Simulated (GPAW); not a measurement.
# Al (Pm-3m) in GPAW: convergence with plane-wave cutoff (eV)

Aim: find how far plane-wave cutoff (eV) must go before the results for Al settle, at PBE. This setting moves, with any that are tied to it; all else stays.

Program: GPAW 26.7.0. These are calculated values, not measurements. Logs are shortened: lines on timing, memory, paths and dates and some standing lists are left out, and cuts for length are marked. The log counts tension as positive stress, the text compression.

**1. The structure**

It takes space group Pm-3m (No. 221, cubic). The conventional cell has a = 2.722 Å, b = 2.722 Å, c = 2.722 Å, α = 90.00°, β = 90.00°, γ = 90.00°. Al (site symmetry m-3m) is surrounded by 6 Al at 2.72 Å.

The cell was built by a generator and needn't be a form met in nature.

**2. With plane-wave cutoff (eV) 200**

Contents of run.py:

```python
from ase.dft.bandgap import bandgap
from ase.io import read, write
from ase.units import GPa
from gpaw import GPAW, PW

atoms = read('POSCAR')

calc = GPAW(mode=PW(200),
            xc='PBE',
            kpts={'size': (10, 10, 10), 'gamma': True},
            occupations={'name': 'fermi-dirac', 'width': 0.05},
            nbands=7,
            convergence={'density': 1e-05, 'energy': 1e-05},
            maxiter=100,
            txt='gpaw.txt')
atoms.calc = calc
energy = atoms.get_potential_energy()
forces = atoms.get_forces()
stress = atoms.get_stress()
calc.write('gs.gpw')
write('result.traj', atoms)
print(f'Energy: {energy:.6f} eV')
print('Forces (eV/A):')
print(forces.round(4))
print('Stress (GPa):', (stress / GPa).round(3))
print('Fermi level:', round(calc.get_fermi_level(), 4), 'eV')
print(f'Gap: {bandgap(calc)[0]:.4f} eV, direct: {bandgap(calc, direct=True)[0]:.4f} eV')
```

Contents of POSCAR:

```
Al
1.0
    2.7217600000      0.0000000000      0.0000000000
    0.0000000000      2.7217600000      0.0000000000
    0.0000000000      0.0000000000      2.7217600000
Al
1
Direct
    0.0000000000      0.0000000000      0.0000000000
```

Potentials or basis: GPAW PAW data sets (gpaw-data 1.2.1), pw.

Started as:

```bash
OMP_NUM_THREADS=1 python run.py
```

Wall time 3.3 s (1 thread of Arm Neoverse V1, shared host); peak memory 0.11 GiB.

Results:

* Free energy: -3.3615 eV
* Pressure: 0.4 GPa
* Band gap on the k mesh: none (metal or under the smearing width)

**3. With plane-wave cutoff (eV) 250**

run.py: that of step 2 with these lines changed.

```diff
@@ -7,3 +7,3 @@
 
-calc = GPAW(mode=PW(200),
+calc = GPAW(mode=PW(250),
             xc='PBE',
```

POSCAR is that of step 2.

Potentials or basis: GPAW PAW data sets (gpaw-data 1.2.1), pw.

Started as:

```bash
OMP_NUM_THREADS=1 python run.py
```

Wall time 3.4 s (1 thread of Arm Neoverse V1, shared host); peak memory 0.11 GiB.

Results:

* Free energy: -3.3637 eV
* Pressure: 0.4 GPa
* Band gap on the k mesh: none (metal or under the smearing width)

**4. With plane-wave cutoff (eV) 300**

run.py: that of step 3 with these lines changed.

```diff
@@ -7,3 +7,3 @@
 
-calc = GPAW(mode=PW(250),
+calc = GPAW(mode=PW(300),
             xc='PBE',
```

POSCAR is that of step 3.

Started as:

```bash
OMP_NUM_THREADS=1 python run.py
```

Wall time 3.6 s (1 thread of Arm Neoverse V1, shared host); peak memory 0.12 GiB.

What came out:

```
Free energy            : -3.3647 eV
Pressure               : 0.4 GPa
Band gap on the k mesh : none (metal or under the smearing width)
```

**5. With plane-wave cutoff (eV) 350**

run.py: that of step 4 with these lines changed.

```diff
@@ -7,3 +7,3 @@
 
-calc = GPAW(mode=PW(300),
+calc = GPAW(mode=PW(350),
             xc='PBE',
```

POSCAR is that of step 4.

Started as:

```bash
OMP_NUM_THREADS=1 python run.py
```

Run time: 3.7 s. Hardware: 1 thread of Arm Neoverse V1, shared host; peak memory 0.12 GiB.

What came out:

| Quantity | Value |
| --- | --- |
| Free energy | -3.3652 eV |
| Pressure | 0.4 GPa |
| Band gap on the k mesh | none (metal or under the smearing width) |

**6. With plane-wave cutoff (eV) 400**

run.py: that of step 5 with these lines changed.

```diff
@@ -7,3 +7,3 @@
 
-calc = GPAW(mode=PW(350),
+calc = GPAW(mode=PW(400),
             xc='PBE',
```

POSCAR is that of step 5.

Potentials or basis: GPAW PAW data sets (gpaw-data 1.2.1), pw.

Started as:

```bash
OMP_NUM_THREADS=1 python run.py
```

Run time: 4.2 s. Hardware: 1 thread of Arm Neoverse V1, shared host; peak memory 0.12 GiB.

What came out:

- Free energy: -3.3654 eV
- Pressure: 0.4 GPa
- Band gap on the k mesh: none (metal or under the smearing width)

**7. With plane-wave cutoff (eV) 500**

run.py: that of step 6 with these lines changed.

```diff
@@ -7,3 +7,3 @@
 
-calc = GPAW(mode=PW(400),
+calc = GPAW(mode=PW(500),
             xc='PBE',
```

POSCAR is that of step 6.

Started as:

```bash
OMP_NUM_THREADS=1 python run.py
```

Wall time 4.5 s (1 thread of Arm Neoverse V1, shared host); peak memory 0.12 GiB.

It converged, with:

```
Free energy            : -3.3657 eV
Pressure               : 0.4 GPa
Band gap on the k mesh : none (metal or under the smearing width)
```

**8. With plane-wave cutoff (eV) 600**

run.py: that of step 7 with these lines changed.

```diff
@@ -7,3 +7,3 @@
 
-calc = GPAW(mode=PW(500),
+calc = GPAW(mode=PW(600),
             xc='PBE',
```

POSCAR is that of step 7.

Started as:

```bash
OMP_NUM_THREADS=1 python run.py
```

Wall time 4.7 s (1 thread of Arm Neoverse V1, shared host); peak memory 0.13 GiB.

Results (log left out):

```yaml
Free_energy: -3.3659 eV
Pressure: 0.4 GPa
Band_gap_on_the_k_mesh: none (metal or under the smearing width)
```

**9. With plane-wave cutoff (eV) 800**

run.py: that of step 8 with these lines changed.

```diff
@@ -7,3 +7,3 @@
 
-calc = GPAW(mode=PW(600),
+calc = GPAW(mode=PW(800),
             xc='PBE',
```

POSCAR is that of step 8.

Potentials or basis: GPAW PAW data sets (gpaw-data 1.2.1), pw.

Started as:

```bash
OMP_NUM_THREADS=1 python run.py
```

Wall time 7.1 s (1 thread of Arm Neoverse V1, shared host); peak memory 0.14 GiB.

It converged, with:

* Free energy: -3.3661 eV
* Pressure: 0.4 GPa
* Band gap on the k mesh: none (metal or under the smearing width)

**10. With plane-wave cutoff (eV) 1000**

run.py: that of step 9 with these lines changed.

```diff
@@ -7,3 +7,3 @@
 
-calc = GPAW(mode=PW(800),
+calc = GPAW(mode=PW(1000),
             xc='PBE',
```

POSCAR is that of step 9.

Potentials or basis: GPAW PAW data sets (gpaw-data 1.2.1), pw.

Started as:

```bash
OMP_NUM_THREADS=1 python run.py
```

gpaw.txt:

```text
__  _  _
 | _ |_)|_||  |
 |__||  | ||/\| - 26.7.0

Input parameters:
  mode=PW(ecut=1000.0),
  convergence={'density': 1e-05, 'energy': 1e-05},
  kpts=MonkhorstPack(size=(10, 10, 10), gamma=True),
  maxiter=100,
  nbands=7,
  occupations=Occupations(name='fermi-dirac', width=0.05),
  xc=XC(name='PBE')

Diagonalizing LCAO Hamiltonian
Converting LCAO to pw mode
   .------.
  /|      |
 * |      |
 | .------.
 |/      /
 Al-----*

Atoms  # Å, Bohr magnetons
|   | symbol |        x |        y |        z |    initial magnetic moments |
|---|--------|----------|----------|----------|-----------------------------|
| 0 |     Al | 0.000000 | 0.000000 | 0.000000 | ( 0.0000,  0.0000,  0.0000) |

Unit cell  # Å
| periodic |        x |        y |        z |  lengths |    angles |
|----------|----------|----------|----------|----------|-----------|
|      yes | 2.721760 | 0.000000 | 0.000000 | 2.721760 | 90.000000 |
|      yes | 0.000000 | 2.721760 | 0.000000 | 2.721760 | 90.000000 |
|      yes | 0.000000 | 0.000000 | 2.721760 | 2.721760 | 90.000000 |

Number of symmetries: 48
Symmetry operations  # r_c * U_cc + t_c -> r_c
|    | kind |            matrix            |
|----|------|------------------------------|
|  0 |  E   |  1, 0, 0,  0, 1, 0,  0, 0, 1 |
|  1 |  σ   |  1, 0, 0,  0, 1, 0,  0, 0,-1 |
|  2 |  σ   |  1, 0, 0,  0, 0, 1,  0, 1, 0 |
|  3 |  C4  |  1, 0, 0,  0, 0, 1,  0,-1, 0 |
|  4 |  C4  |  1, 0, 0,  0, 0,-1,  0, 1, 0 |
|  5 |  σ   |  1, 0, 0,  0, 0,-1,  0,-1, 0 |
|  6 |  σ   |  1, 0, 0,  0,-1, 0,  0, 0, 1 |
|  7 |  C2  |  1, 0, 0,  0,-1, 0,  0, 0,-1 |
|  8 |  σ   |  0, 1, 0,  1, 0, 0,  0, 0, 1 |
|  9 |  C2  |  0, 1, 0,  1, 0, 0,  0, 0,-1 |
| 10 |  C3  |  0, 1, 0,  0, 0, 1,  1, 0, 0 |
| 11 |  S6  |  0, 1, 0,  0, 0, 1, -1, 0, 0 |
| 12 |  S6  |  0, 1, 0,  0, 0,-1,  1, 0, 0 |
| 13 |  C3  |  0, 1, 0,  0, 0,-1, -1, 0, 0 |
| 14 |  C4  |  0, 1, 0, -1, 0, 0,  0, 0, 1 |
| 15 |  S4  |  0, 1, 0, -1, 0, 0,  0, 0,-1 |
| 16 |  C3  |  0, 0, 1,  1, 0, 0,  0, 1, 0 |
| 17 |  S6  |  0, 0, 1,  1, 0, 0,  0,-1, 0 |
| 18 |  σ   |  0, 0, 1,  0, 1, 0,  1, 0, 0 |
| 19 |  C4  |  0, 0, 1,  0, 1, 0, -1, 0, 0 |
| 20 |  C2  |  0, 0, 1,  0,-1, 0,  1, 0, 0 |
| 21 |  S4  |  0, 0, 1,  0,-1, 0, -1, 0, 0 |
| 22 |  S6  |  0, 0, 1, -1, 0, 0,  0, 1, 0 |
| 23 |  C3  |  0, 0, 1, -1, 0, 0,  0,-1, 0 |
| 24 |  S6  |  0, 0,-1,  1, 0, 0,  0, 1, 0 |
| 25 |  C3  |  0, 0,-1,  1, 0, 0,  0,-1, 0 |
| 26 |  C4  |  0, 0,-1,  0, 1, 0,  1, 0, 0 |
| 27 |  σ   |  0, 0,-1,  0, 1, 0, -1, 0, 0 |
| 28 |  S4  |  0, 0,-1,  0,-1, 0,  1, 0, 0 |
| 29 |  C2  |  0, 0,-1,  0,-1, 0, -1, 0, 0 |
| 30 |  C3  |  0, 0,-1, -1, 0, 0,  0, 1, 0 |
| 31 |  S6  |  0, 0,-1, -1, 0, 0,  0,-1, 0 |
| 32 |  C4  |  0,-1, 0,  1, 0, 0,  0, 0, 1 |
| 33 |  S4  |  0,-1, 0,  1, 0, 0,  0, 0,-1 |
| 34 |  S6  |  0,-1, 0,  0, 0, 1,  1, 0, 0 |
| 35 |  C3  |  0,-1, 0,  0, 0, 1, -1, 0, 0 |
| 36 |  C3  |  0,-1, 0,  0, 0,-1,  1, 0, 0 |
| 37 |  S6  |  0,-1, 0,  0, 0,-1, -1, 0, 0 |
| 38 |  σ   |  0,-1, 0, -1, 0, 0,  0, 0, 1 |
| 39 |  C2  |  0,-1, 0, -1, 0, 0,  0, 0,-1 |
| 40 |  σ   | -1, 0, 0,  0, 1, 0,  0, 0, 1 |
| 41 |  C2  | -1, 0, 0,  0, 1, 0,  0, 0,-1 |
| 42 |  C2  | -1, 0, 0,  0, 0, 1,  0, 1, 0 |
| 43 |  S4  | -1, 0, 0,  0, 0, 1,  0,-1, 0 |
| 44 |  S4  | -1, 0, 0,  0, 0,-1,  0, 1, 0 |
| 45 |  C2  | -1, 0, 0,  0, 0,-1,  0,-1, 0 |
| 46 |  C2  | -1, 0, 0,  0,-1, 0,  0, 0, 1 |
| 47 |  i   | -1, 0, 0,  0,-1, 0,  0, 0,-1 |

BZ-sampling:
  Number of BZ points: 1000
  Number of IBZ points: 56

  Monkhorst-Pack size: [10, 10, 10]
  Monkhorst-Pack shift: [0.05, 0.05, 0.05]

K-points  # in reciprocal-cell coordinates
|     |                                coordinates |     weight |
|-----|--------------------------------------------|------------|
|   0 | (  0.00000000,   0.00000000,   0.00000000) | 0.00100000 |
|   1 | (  0.10000000,   0.00000000,   0.00000000) | 0.00600000 |
|   2 | (  0.10000000,   0.10000000,   0.00000000) | 0.01200000 |
|   3 | (  0.10000000,   0.10000000,   0.10000000) | 0.00800000 |
|   4 | (  0.20000000,   0.00000000,   0.00000000) | 0.00600000 |
|   5 | (  0.20000000,   0.10000000,   0.00000000) | 0.02400000 |
|   6 | (  0.20000000,   0.10000000,   0.10000000) | 0.02400000 |
|   7 | (  0.20000000,   0.20000000,   0.00000000) | 0.01200000 |
|   8 | (  0.20000000,   0.20000000,   0.10000000) | 0.02400000 |
|   9 | (  0.20000000,   0.20000000,   0.20000000) | 0.00800000 |
| ... |                                            |            |
|  55 | (  0.50000000,   0.50000000,   0.50000000) | 0.00100000 |

Plane wave coefficients: 1472
Cutoff: 1000.0 eV

Spin-components: 1 (collinear spins)
Bands:           7
Projectors:      5
Spin-degeneracy: 2
Datatype:        complex128

Parallelization:
  kpt:    1
  domain: 1
  band:   1

Density:
  Valence electrons: 3.0
  Components: 1
  Grid points: [20 20 20]
  Charge: 0.0  # |e|

Potential:
  Grid points: [20 20 20]

species:
  Al:
    name:    Aluminium
    Z:       13.0
    valence: 3
    core:    10
    charge:  0.0  # [|e|]
    compensation charges:
      type: gauss
      rc: 0.34  # [Å]
      lmax: 2
    cutoffs:
      filter: 1.91  # [Å]
      core: 2.36  # [Å]
    projectors
    | kind |    occ | energy [eV] | rcut [Å] |
    |------|--------|-------------|----------|
    |   3s |  2.000 |      -7.753 |    1.085 |
    |   3p |  1.000 |      -2.712 |    1.085 |
    |    s |        |      19.459 |    1.085 |
    |    p |        |      24.499 |    1.085 |
    |    d |        |       0.000 |    1.085 |

    Using partial waves for Al as LCAO basis

Reference energy: -6603.423265  # eV

eigensolver:
  PPCG
  Converge bands: occupied
  niter=2

density mixing:
  MSR1-Mixer
  Pratt-step length: 0.05
  Maximum mixing coefficient: 0.75
  Old densities: 10
  SVD Regularization: 0.005
  Good broyden scale: 1.0
  Trust region scale: 1.0
  Backstep threshold: 4.0
  History deletion threshold: 6.0
  Fourier metric: weight=20.0, sigma=0.015

occupation numbers:
  Fermi-Dirac:
    width: 0.0500  # eV

poisson solver:
  ecut: 8000.0  # eV

xc functional:
  name: PBE with 2 nearest neighbor stencil

convergence criteria:
- Maximum integral of absolute [dens]ity change: 1e-05 electrons / valence electron
- Maximum [total energy] change in last 3 cyles: 1e-05 eV / valence electron
- Maximum integral of absolute [eigenst]ate change: 4e-08 eV^2 / valence electron
maximum number of iterations: 100

SCF iterations
|iter     | |      energy | eigst |  dens |
|---------|-|-------------|-------|-------|
|iter:   1| |   -3.356355 | -0.54 |       |
|iter:   2| |   -3.357344 | -3.09 | -1.11 |
|iter:   3| |   -3.363201 | -3.15 | -1.13 |
|iter:   4| |   -3.363930 | -3.89 | -1.73 |
|iter:   5| |   -3.363933 | -5.23 | -2.54 |
|iter:   6| |   -3.363933c| -8.61c| -3.74 |
|iter:   7| |   -3.363933c| -7.48c| -4.40 |
|iter:   8| |   -3.363933c| -8.42c| -5.57c|

Converged in 8 steps
Energy contributions relative to reference atoms: (reference = -6603.423265)

Energy contributions:
  Kinetic:           4.033347
  Coulomb:          -2.695125
  Zero:             -0.002670
  External:          0.000000
  Xc:               -4.697287
  Entropy:          -0.004395
  Spinorbit:         0.000000
  ----------------------------
  Free energy:      -3.366131
  Extrapolated:     -3.363933

dipole moment: (-4.682261, -4.682261, -4.682261)  # |e|*Ang

Fermi level: 4.979
Eigenvalues  # (at kpt = [0.000, 0.000, 0.000])
| band index |      eig [eV] | occ [0-2] |
|------------|---------------|-----------|
|          0 |        -4.586 |     2.000 |
|          1 |        12.959 |     0.000 |
|          2 |        12.959 |     0.000 |
|          3 |        14.099 |     0.000 |
|          4 |        14.099 |     0.000 |
|          5 |        14.099 |     0.000 |
|          6 |        20.345 |     0.000 |

No gap
No difference between direct/indirect transitions

Forces  # eV/Ang
|       x |       y |       z |
|---------|---------|---------|
| 0.00000 | 0.00000 | 0.00000 |  # Al   0

Stress tensor  # eV/Ang^3
|         x |         y |         z |
|-----------|-----------|-----------|
| -0.002679 |  0.000000 |  0.000000 |
|  0.000000 | -0.002679 |  0.000000 |
|  0.000000 |  0.000000 | -0.002679 |

# Writing to gs.gpw (mode='')
```

It took 6.8 s on 1 thread of Arm Neoverse V1, shared host; peak memory 0.15 GiB.

What came out:

| Property | Result |
| --- | --- |
| Free energy | -3.3661 eV |
| Pressure | 0.4 GPa |
| Band gap on the k mesh | none (metal or under the smearing width) |

**11. The series at a glance**

```csv
plane-wave cutoff (eV),"energy less the tightest run, at zero smearing (meV/atom)",SCF cycles,CPU time (s),peak memory (GiB)
200,4.59,8,3.3,0.11
250,2.42,8,3.4,0.11
300,1.40,8,3.5,0.12
350,0.95,8,3.7,0.12
400,0.74,8,4.1,0.12
500,0.42,8,4.5,0.12
600,0.24,8,4.7,0.13
800,0.06,8,7.1,0.14
1000,0.00,8,6.8,0.15
```

Against the tightest run, the energy stays within 1 meV/atom from 350 on. The tightest run that finished is the yardstick and may itself not be fully converged.
